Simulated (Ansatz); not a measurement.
KCl built on the NiAs prototype, relaxed with r2SCAN: 7 runs in the plane-wave code Ansatz, each a construction of maximally localised Wannier functions. It is hexagonal, P6_3/mmc (No. 194); conventional cell a = 4.340 Å, c = 7.636 Å, 31.14 Å³ an atom. K has 6 Cl at 3.15 Å; Cl has 6 K at 3.15 Å. No spin polarisation and no zero-point or thermal motion; the cell was built from a prototype and may be hypothetical.

```
CELL_PARAMETERS angstrom
4.34008 0.00000 0.00000
-2.17004 3.75862 0.00000
0.00000 0.00000 7.63597
ATOMIC_POSITIONS crystal
K 0.00000 0.00000 0.00000
K 0.00000 0.00000 0.50000
Cl 0.33333 0.66667 0.25000
Cl 0.66667 0.33333 0.75000
```

Windows count from the top of the filled bands; a dash means that no such window was set (without an outer window there is no disentanglement).

```csv
functional,SCF mesh,trial orbitals,functions,mesh,window (eV),frozen (eV),Ω total (Å²),Ω invariant (Å²),largest spread (Å²),least projectability,"interpolation miss of the model's filled bands (eV, to the nearest computed level)"
PBE,6×6×4,"Cl s, Cl p",8,6×6×2,–,–,10.90,9.72,1.37,0.77,0.005
PBE,6×6×4,Cl p,6,6×6×2,–,–,8.60,8.59,1.44,0.98,0.005
r2SCAN,6×6×4,Cl p,6,6×6×2,–,–,8.48,8.47,1.41,0.98,0.004
HSE06,6×6×2,"Cl s, Cl p",8,6×6×2,–,–,10.08,8.83,1.27,0.82,–
HSE06,6×6×2,Cl p,6,6×6×2,–,–,8.41,8.40,1.40,0.98,–
```

Problem. Estimate from these rows what the further settings give.
```csv
functional,SCF mesh,trial orbitals,functions,mesh,window (eV),frozen (eV)
r2SCAN,6×6×4,"Cl s, Cl p",8,6×6×2,–,–
PBE,6×6×4,"Cl s, Cl p",8,6×6×4,–,–
```

Solution.
```tsv
functional	SCF mesh	trial orbitals	functions	mesh	window (eV)	frozen (eV)	Ω total (Å²)	Ω invariant (Å²)	largest spread (Å²)	least projectability	interpolation miss of the model's filled bands (eV, to the nearest computed level)
r2SCAN	6×6×4	Cl s, Cl p	8	6×6×2	–	–	10.25	9.00	1.29	0.81	0.004
PBE	6×6×4	Cl s, Cl p	8	6×6×4	–	–	11.08	9.91	1.41	0.77	0.001
```

For Cl s, Cl p with PBE the spread goes 10.90 Å² (6×6×2), 11.08 Å² (6×6×4): finite differences on a coarse mesh understate it.
